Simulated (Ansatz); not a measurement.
# ZrC (Fm-3m) in Ansatz: a series of runs

One crystal, ZrC, is run at these levels: LDA, PBEsol+D3(BJ)+U; tasks: density of states, single point, equation of state.

Everything below comes from runs of Ansatz 0.2.0. Logs are shortened: lines on timing, memory, paths and dates and some standing lists are left out, and cuts for length are marked.

### Step 1. The structure

The structure is cubic, space group Fm-3m (No. 225). Conventional cell: a = 4.730 Å, b = 4.730 Å, c = 4.730 Å, α = 90.00°, β = 90.00°, γ = 90.00°. Zr (site symmetry m-3m) is surrounded by 6 C at 2.37 Å. Around C (site symmetry m-3m) lie 6 Zr at 2.37 Å.

### Step 2. Density of states, LDA, non-collinear spin, ferromagnetic start, spin-orbit coupling

The input, input.yaml:

```yaml
crystal:
  lattice:
    - [0.0, 2.365, 2.365]
    - [2.365, 0.0, 2.365]
    - [2.365, 2.365, 0.0]
  atoms:
    - { symbol: Zr, position: [0.5, 0.5, 0.5], spin: 0.5, spin_axis: [0.0, 0.0, 1.0] }
    - { symbol: C, position: [0.0, 0.0, 0.0] }
kpoints:
  mp_grid: { grid: [8, 8, 8] }
scf:
  occupations: { method: gaussian, width: 0.01 }
hamiltonian:
  xc: lda
  pseudopotentials: { kind: all_electron, lapw: { basis_error: 0.0005 } }
magnetization:
  noncollinear: true
  spin_orbit: true
output:
  forces: true
  stress: true
  eigenvalues: true
  dos: { projected: false, de: 0.1, e_range: [-14, 10] }
```

Potentials or basis: all-electron LAPW, relativistic spinors.

On the command line:

```
ansatz run input.yaml --threads 1 --pin off --max-ram 2560MiB --backend cpu --events-out ev --progress --plain --runs-dir out
```

The program printed:

```text
Warning: RAYON_NUM_THREADS=1 ignored (pool sized by the plan → 1); use --threads N
LAPW: plane waves up to 8.542 Å⁻¹, error target 5.0e-4 eV per atom; Dirac's equation on spinors; C in spheres of 1.058 Å, 6 of its electrons in bands; Zr in spheres of 1.307 Å, 30 of its electrons in bands (how accurate: hamiltonian.pseudopotentials.lapw.basis_error, Limitations)
Engine: ansatz 0.2.0, x86_64-unknown-linux-gnu
Pseudopotentials: kind: all_electron
Pseudopotential: Zr, LAPW, valence charge 30, lapw/all_electron/dirac/gaussian/Zr, Dirac's equation, gaussian nucleus
Pseudopotential: C, LAPW, valence charge 6, lapw/all_electron/dirac/gaussian/C, Dirac's equation, gaussian nucleus
Functional definition: SPW92
  exchange = slater_x
  correlation = pw_c
Crystal: 2 atoms, lattice volume = 26.456 Å³
Basis set: ecut = 278.0009028860185 eV, 283 PW (Γ), exchange–correlation at level 2
Bands: 44, of which v1, the nominal top of the filled ones, is band 36 counted from 1 (35 counted from 0)
Symmetry: 8 space group operations + 8 with time reversal
Magnetic group: BNS 139.537 (UNI 1197), of the structure as read, at distance tolerance 3.0e-5 Å
k-points: 59 of 512 (time reversal used)
Non-local potential: Zr, projectors of the file, none
Non-local potential: C, projectors of the file, none
Initial density: superposition of atomic densities (chi_scale 0.1, normalization cell, long waves kept (reshape's long-wave potential 0.00 eV rms))
Starting moments: Σ|m| = 0.5 μB on 1 of 2 sites
Initial wavefunctions: plane waves of lowest kinetic energy (no species holds an atomic orbital)
Functional: x = slater, c = lda
[... 20 lines left out ...]
SCF 1 converged in 13 iterations: F = -98863.222700 eV  dr2 = 8.84e-13
SCF converged after 13 iterations
Magnetization: |M| = 0.0000 μB,  M = (-0.0000, -0.0000, -0.0000) μB
Absolute magnetization: 0.0000 μB (∫|m|)
  site 0: m = (+0.0000, +0.0000, +0.0000) μB, |m| = 0.0000 μB  (R = 1.31 Å)
  site 1: m = (+0.0000, +0.0000, -0.0000) μB, |m| = 0.0000 μB  (R = 1.06 Å)
Free energy (F): -98863.222700 eV
Harris-Foulkes:  -98863.222700 eV  (|F-HF|=8.73e-11)
Internal energy: -98863.222700 eV  (E = F + TS)
E sigma→0 (E₀):  -98863.222700 eV
Entropy (-TS):   -0.000000 eV (-0.000 meV/atom)
Fermi energy:    15.829667 eV
--- Per-component energies (eV) ---
  E_band       = -4574.850876
  E_kinetic    = 102086.156665
  E_xc         = -3142.373836
  E_electrostatic = -197807.005528  (all electrons and nuclei)
  E_smearing   = -0.000000  (= −TS)
  E_closure    = 0.000000  (closes the sum)
  E_atoms      = -98843.181241  (free atoms, spherical and without spin; not in F)
  Σ components = -98863.222700   (vs F -98863.222700, Δ=0.00e0)
  Basis errors (estimates in eV, not in F): energy 1.5e-4 per atom: plane waves 1.4e-4 (7.8e-5 summed), levels above the bands 0.0e0, relativity 5.9e-9, radial functions 9.0e-6, core shells 2.1e-12; eigenvalues (radial functions only) 9.4e-7; not estimated: angular momenta, meshes, grids; target (lapw.basis_error) 5.0e-4; muffin-tin radii C 1.058 Å, Zr 1.307 Å
--- Forces (eV/Å), atoms counted from 1 ---
  atom   1  Zr     0.00000000     0.00000000     0.00000000
  atom   2  C      0.00000000     0.00000000     0.00000000
  max |Σ_I F_I| component: 2.33e-25 eV/Å
--- Stress (GPa, compression-positive) ---
      -12.441028       0.000000       0.000000
        0.000000     -12.441028       0.000000
        0.000000       0.000000     -12.441024
  P = ⅓ Tr σ = -12.4410 GPa (-124.410 kbar)
--- Band table (eV; the first three rows and the last of 59) ---
  k-point 0: bands = ["-380.7806", "-380.7806", "-303.7487", "-303.7487", "-290.0832", "-290.0832", "-290.0832", "-290.0832", "-245.9437", "-245.9437", "-153.7123", "-153.7123", "-153.7123", "-153.7123", "-151.2191", "-151.2191", "-151.2106", "-151.2106", "-151.2106", "-151.2106", "-32.1124", "-32.1124", "-11.1371", "-11.1371", "-9.3170", "-9.3170", "-9.3170", "-9.3170", "4.7880", "4.7880", "16.7879", "16.7879", "16.8491", "16.8491", "16.8491", "16.8491", "16.8993", "16.8993", "16.8993", "16.8993", "16.9727", "16.9727", "18.6405", "18.6405"]
  k-point 1: bands = ["-380.7806", "-380.7806", "-303.7487", "-303.7487", "-290.0832", "-290.0832", "-290.0832", "-290.0832", "-245.9437", "-245.9437", "-153.7123", "-153.7123", "-153.7123", "-153.7123", "-151.2191", "-151.2191", "-151.2106", "-151.2106", "-151.2106", "-151.2106", "-32.0986", "-32.0986", "-11.1815", "-11.1815", "-9.4102", "-9.4102", "-9.3289", "-9.3289", "5.1307", "5.1307", "15.1421", "15.1421", "15.5135", "15.5135", "15.5209", "15.5209", "17.4204", "17.4204", "17.4222", "17.4222", "17.9000", "17.9000", "20.1604", "20.1604"]
  k-point 2: bands = ["-380.7806", "-380.7806", "-303.7487", "-303.7487", "-290.0832", "-290.0832", "-290.0832", "-290.0832", "-245.9437", "-245.9437", "-153.7123", "-153.7123", "-153.7123", "-153.7123", "-151.2191", "-151.2191", "-151.2106", "-151.2106", "-151.2106", "-151.2106", "-32.0652", "-32.0652", "-11.2979", "-11.2979", "-9.6134", "-9.6134", "-9.3574", "-9.3574", "6.0323", "6.0323", "13.1952", "13.1952", "14.1620", "14.1620", "14.1765", "14.1765", "18.3627", "18.3627", "18.3671", "18.3671", "18.6208", "18.6208", "22.5211", "22.5211"]
  k-point 58: bands = ["-380.7806", "-380.7806", "-303.7487", "-303.7487", "-290.0832", "-290.0832", "-290.0832", "-290.0832", "-245.9437", "-245.9437", "-153.7123", "-153.7123", "-153.7123", "-153.7123", "-151.2191", "-151.2191", "-151.2106", "-151.2106", "-151.2106", "-151.2106", "-31.9862", "-31.9862", "-11.5213", "-11.5213", "-9.8850", "-9.8850", "-9.6045", "-9.6045", "5.9944", "5.9944", "13.8305", "13.8305", "14.1461", "14.1461", "15.8905", "15.8905", "16.0080", "16.0080", "20.2446", "20.2446", "21.3463", "21.3463", "21.4354", "21.4354"]
```

dos.tsv:

```text
# E-E_F[eV]	g_bin_mean(E)[states/eV]	N(E)
# format = ansatz-dos/2
# fermi_ev = 15.829667
# fermi_mp_grid = 8 8 8
# fermi_mp_shift = 0 0 0
# levels_connected = by_index
# tetrahedron_fermi_ev = 15.965429
# g_bin_mean(E): the states in a bin one row spacing wide, centred on E, divided by that spacing. States that the method places at a single energy (under output.dos.method: tetrahedron, those of a tetrahedron whose four corners have one energy) are counted whole in the row whose bin holds that energy (on the edge of two bins, in the lower row). The sum of g_bin_mean over a run of rows, times the row spacing, is the number of states from half a spacing under the first of them to half a spacing over the last (a plain sum, not the trapezoid rule).
-14.000000	0.000000e0	2.800000e1
-13.900000	0.000000e0	2.800000e1
-13.800000	0.000000e0	2.800000e1
-13.700000	0.000000e0	2.800000e1
-13.600000	0.000000e0	2.800000e1
-13.500000	0.000000e0	2.800000e1
[... 233 lines left out ...]
9.900000	0.000000e0	4.400000e1
10.000000	0.000000e0	4.400000e1
```

Run time: 2.5 min. Hardware: 1 thread of Intel Xeon Platinum 8259CL at 2.50GHz (Skylake/Cascade Lake), shared host; peak memory 0.68 GiB.

What came out:

| Property | Result |
| --- | --- |
| Free energy | -98863.2227 eV |
| Pressure | -12.4 GPa |
| Net moment | 0.00 μB per cell |
| Absolute moment | 0.00 μB per cell |

Levels at points of the mesh, in eV from the Fermi level:
| k point | band 33 | band 34 | band 35 | band 36 | band 37 | band 38 | band 39 | band 40 |
| --- | --- | --- | --- | --- | --- | --- | --- | --- |
| (0.00, 0.00, 0.00) | 1.02 | 1.02 | 1.02 | 1.02 | 1.07 | 1.07 | 1.07 | 1.07 |
| (0.00, 0.00, -0.50) | -2.82 | -2.82 | -2.80 | -2.80 | 4.42 | 4.42 | 4.43 | 4.43 |
| (0.00, -0.50, -0.50) | -1.68 | -1.68 | 0.06 | 0.06 | 0.18 | 0.18 | 4.41 | 4.41 |
| (-0.50, -0.50, 0.00) | -1.68 | -1.68 | 0.06 | 0.06 | 0.18 | 0.18 | 4.41 | 4.41 |

States per cell in windows of 1 eV (zero at the Fermi level; states under -8 eV left out):
```
from (eV)  total
     -8.0   0.00
     -7.0   0.00
     -6.0   0.00
     -5.0   0.35
     -4.0   1.08
     -3.0   2.41
     -2.0   1.69
     -1.0   0.46
      0.0   0.30
      1.0   0.63
      2.0   0.89
      3.0   1.11
      4.0   2.04
      5.0   1.69
      6.0   0.74
      7.0   0.63
```

Moments on the atoms (μB; x, y, z):
```
Zr  0.00 0.00 0.00
C   0.00 0.00 0.00
```

Caveat: the starting moments weren't kept.

### Step 3. Single point, PBEsol+D3(BJ)+U, spin-orbit coupling, no magnetisation, 12.43 Å³/atom (volume scaled by 0.94)

The input, input.yaml:

```yaml
crystal:
  lattice:
    - [0.0, 2.3167211471, 2.3167211471]
    - [2.3167211471, 0.0, 2.3167211471]
    - [2.3167211471, 2.3167211471, 0.0]
  atoms:
    - { symbol: Zr, position: [0.5, 0.5, 0.5] }
    - { symbol: C, position: [0.0, 0.0, 0.0] }
kpoints:
  mp_grid: { grid: [8, 8, 8] }
scf:
  occupations: { method: fermi_dirac, width: 0.05 }
hamiltonian:
  xc: pbesol
  dispersion: d3bj
  pseudopotentials: { kind: all_electron, lapw: { basis_error: 0.001 } }
  hubbard:
    sites: [{ species: Zr, l: d, u_eff: 5 }]
    double_counting: fll
    projectors: ortho-atomic
magnetization:
  noncollinear: true
  spin_orbit: true
output:
  forces: true
  stress: true
  eigenvalues: true
  hubbard: {}
```

Potentials or basis: all-electron LAPW, relativistic spinors.

On the command line:

```
ansatz run input.yaml --threads 1 --pin off --max-ram 2560MiB --backend cpu --events-out ev --progress --plain --runs-dir out
```

Run time: 46 s. Hardware: 1 thread of Intel Xeon Platinum 8259CL at 2.50GHz (Skylake/Cascade Lake), shared host; peak memory 0.46 GiB.

Results (log left out):

| Quantity | Value |
| --- | --- |
| Free energy | -98913.8643 eV |
| Pressure | 8.6 GPa |
| Band gap on the k mesh | none (metal or under the smearing width) |

Caveat: the k mesh is thin for a metal, which can move the energy by tens of meV per atom; U without spin polarisation on a metal has little footing; pairwise dispersion overbinds metals, which lowers pressure and volume; the U is typed as a test and isn't derived for this compound.

### Step 4. Single point, PBEsol+D3(BJ)+U, spin-orbit coupling, no magnetisation, 12.70 Å³/atom (volume scaled by 0.96)

input.yaml, as its differences from that of step 3:

```diff
@@ -2,5 +2,5 @@
   lattice:
-    - [0.0, 2.3167211471, 2.3167211471]
-    - [2.3167211471, 0.0, 2.3167211471]
-    - [2.3167211471, 2.3167211471, 0.0]
+    - [0.0, 2.3330366223, 2.3330366223]
+    - [2.3330366223, 0.0, 2.3330366223]
+    - [2.3330366223, 2.3330366223, 0.0]
   atoms:
```

On the command line:

```
ansatz run input.yaml --threads 1 --pin off --max-ram 2560MiB --backend cpu --events-out ev --progress --plain --runs-dir out
```

It took 47 s on 1 thread of Intel Xeon Platinum 8259CL at 2.50GHz (Skylake/Cascade Lake), shared host; peak memory 0.46 GiB.

It converged, with:

- Free energy: -98913.8838 eV
- Pressure: 3.4 GPa
- Band gap on the k mesh: none (metal or under the smearing width)

Caveat: the k mesh is thin for a metal, which can move the energy by tens of meV per atom; U without spin polarisation on a metal has little footing; pairwise dispersion overbinds metals, which lowers pressure and volume; the U is typed as a test and isn't derived for this compound.

### Step 5. Single point, PBEsol+D3(BJ)+U, spin-orbit coupling, no magnetisation, 12.96 Å³/atom (volume scaled by 0.98)

input.yaml, as its differences from that of step 4:

```diff
@@ -2,5 +2,5 @@
   lattice:
-    - [0.0, 2.3330366223, 2.3330366223]
-    - [2.3330366223, 0.0, 2.3330366223]
-    - [2.3330366223, 2.3330366223, 0.0]
+    - [0.0, 2.3491270385, 2.3491270385]
+    - [2.3491270385, 0.0, 2.3491270385]
+    - [2.3491270385, 2.3491270385, 0.0]
   atoms:
```

On the command line:

```
ansatz run input.yaml --threads 1 --pin off --max-ram 2560MiB --backend cpu --events-out ev --progress --plain --runs-dir out
```

Run time: 50 s. Hardware: 1 thread of Intel Xeon Platinum 8259CL at 2.50GHz (Skylake/Cascade Lake), shared host; peak memory 0.46 GiB.

It converged, with:

| Item | Value |
| --- | --- |
| Free energy | -98913.8870 eV |
| Pressure | -1.3 GPa |
| Band gap on the k mesh | none (metal or under the smearing width) |

Caveat: U without spin polarisation on a metal has little footing; pairwise dispersion overbinds metals, which lowers pressure and volume; the U is typed as a test and isn't derived for this compound.

### Step 6. Single point, PBEsol+D3(BJ)+U, spin-orbit coupling, no magnetisation, 13.23 Å³/atom

input.yaml, as its differences from that of step 5:

```diff
@@ -2,5 +2,5 @@
   lattice:
-    - [0.0, 2.3491270385, 2.3491270385]
-    - [2.3491270385, 0.0, 2.3491270385]
-    - [2.3491270385, 2.3491270385, 0.0]
+    - [0.0, 2.365, 2.365]
+    - [2.365, 0.0, 2.365]
+    - [2.365, 2.365, 0.0]
   atoms:
```

Potentials or basis: all-electron LAPW, relativistic spinors.

On the command line:

```
ansatz run input.yaml --threads 1 --pin off --max-ram 2560MiB --backend cpu --events-out ev --progress --plain --runs-dir out
```

It took 56 s on 1 thread of Intel Xeon Platinum 8259CL at 2.50GHz (Skylake/Cascade Lake), shared host; peak memory 0.46 GiB.

The run converged. Its results:

```
Free energy            : -98913.8755 eV
Pressure               : -5.6 GPa
Band gap on the k mesh : none (metal or under the smearing width)
```

Caveat: U without spin polarisation on a metal has little footing; pairwise dispersion overbinds metals, which lowers pressure and volume; the U is typed as a test and isn't derived for this compound.

### Step 7. Single point, PBEsol+D3(BJ)+U, spin-orbit coupling, no magnetisation, 13.49 Å³/atom (volume scaled by 1.02)

input.yaml, as its differences from that of step 6:

```diff
@@ -2,5 +2,5 @@
   lattice:
-    - [0.0, 2.365, 2.365]
-    - [2.365, 0.0, 2.365]
-    - [2.365, 2.365, 0.0]
+    - [0.0, 2.3806627081, 2.3806627081]
+    - [2.3806627081, 0.0, 2.3806627081]
+    - [2.3806627081, 2.3806627081, 0.0]
   atoms:
```

On the command line:

```
ansatz run input.yaml --threads 1 --pin off --max-ram 2560MiB --backend cpu --events-out ev --progress --plain --runs-dir out
```

Wall time 56 s (1 thread of Intel Xeon Platinum 8259CL at 2.50GHz (Skylake/Cascade Lake), shared host); peak memory 0.46 GiB.

The run converged. Its results:

* Free energy: -98913.8505 eV
* Pressure: -9.5 GPa
* Band gap on the k mesh: none (metal or under the smearing width)

Caveat: U without spin polarisation on a metal has little footing; pairwise dispersion overbinds metals, which lowers pressure and volume; the U is typed as a test and isn't derived for this compound.

### Step 8. Single point, PBEsol+D3(BJ)+U, spin-orbit coupling, no magnetisation, 13.76 Å³/atom (volume scaled by 1.04)

input.yaml, as its differences from that of step 7:

```diff
@@ -2,5 +2,5 @@
   lattice:
-    - [0.0, 2.3806627081, 2.3806627081]
-    - [2.3806627081, 0.0, 2.3806627081]
-    - [2.3806627081, 2.3806627081, 0.0]
+    - [0.0, 2.39612199, 2.39612199]
+    - [2.39612199, 0.0, 2.39612199]
+    - [2.39612199, 2.39612199, 0.0]
   atoms:
```

On the command line:

```
ansatz run input.yaml --threads 1 --pin off --max-ram 2560MiB --backend cpu --events-out ev --progress --plain --runs-dir out
```

It took 49 s on 1 thread of Intel Xeon Platinum 8259CL at 2.50GHz (Skylake/Cascade Lake), shared host; peak memory 0.45 GiB.

It converged, with:

```
Free energy            : -98913.8135 eV
Pressure               : -12.9 GPa
Band gap on the k mesh : none (metal or under the smearing width)
```

Caveat: U without spin polarisation on a metal has little footing; pairwise dispersion overbinds metals, which lowers pressure and volume; the U is typed as a test and isn't derived for this compound.

### Step 9. Single point, PBEsol+D3(BJ)+U, spin-orbit coupling, no magnetisation, 14.02 Å³/atom (volume scaled by 1.06)

input.yaml, as its differences from that of step 8:

```diff
@@ -2,5 +2,5 @@
   lattice:
-    - [0.0, 2.39612199, 2.39612199]
-    - [2.39612199, 0.0, 2.39612199]
-    - [2.39612199, 2.39612199, 0.0]
+    - [0.0, 2.411384325, 2.411384325]
+    - [2.411384325, 0.0, 2.411384325]
+    - [2.411384325, 2.411384325, 0.0]
   atoms:
```

Potentials or basis: all-electron LAPW, relativistic spinors.

On the command line:

```
ansatz run input.yaml --threads 1 --pin off --max-ram 2560MiB --backend cpu --events-out ev --progress --plain --runs-dir out
```

It took 46 s on 1 thread of Intel Xeon Platinum 8259CL at 2.50GHz (Skylake/Cascade Lake), shared host; peak memory 0.45 GiB.

The run converged. Its results:

| Property | Result |
| --- | --- |
| Free energy | -98913.7655 eV |
| Pressure | -16.1 GPa |
| Band gap on the k mesh | none (metal or under the smearing width) |

Caveat: U without spin polarisation on a metal has little footing; pairwise dispersion overbinds metals, which lowers pressure and volume; the U is typed as a test and isn't derived for this compound.

### Step 10. Equation of state, PBEsol+D3(BJ)+U, spin-orbit coupling, no magnetisation

No new run: the results of the series are fitted here.

Results:

```
Equilibrium volume                      : 12.89 Å³/atom
Bulk modulus                            : 225 GPa
Pressure derivative of the bulk modulus : 3.9
```

Energy against volume, from the lowest point:
| volume (Å³/atom) | energy (meV/atom) |
| --- | --- |
| 12.434 | 11.40 |
| 12.699 | 1.61 |
| 12.963 | 0.00 |
| 13.228 | 5.79 |
| 13.493 | 18.27 |
| 13.757 | 36.79 |
| 14.022 | 60.79 |

Caveat: the U is typed as a test and isn't derived for this compound.
